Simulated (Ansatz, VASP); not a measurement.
# Ge: VASP beside Ansatz

```
CELL_PARAMETERS angstrom
1.41553 -2.63474 0.00000
1.41553 2.63474 0.00000
0.00000 0.00000 2.73374
ATOMIC_POSITIONS crystal
Ge 0.50000 0.50000 0.00000
```

This isn't the form of Ge at room conditions, which is diamond.

Alike in both runs: task single point; functional PBEsol; k mesh 12 × 12 × 11; occupations fermi-dirac, width 0.2 eV; no spin polarisation.

```csv
,VASP,Ansatz
version,VASP 6.6.1,Ansatz 0.2.0
potentials or method,"VASP PAW PBE potentials, release 64 (Ge_d)","plane waves, PAW"
plane-wave cutoff (eV),520,500
valence electrons in the cell,14,14
```

VASP gave:

```
pressure (GPa)                                  : -6.1
largest component of the traceless stress (GPa) : 1.63
```

Question: Which values does Ansatz return?

Answer: Pressure (GPa): -6.0; largest component of the traceless stress (GPa): 1.64.

Ansatz warned: «stress_scf_threshold_loose».

Caveats: the PAW data sets were made with another functional, which shifts forces and pressure a little (VASP).
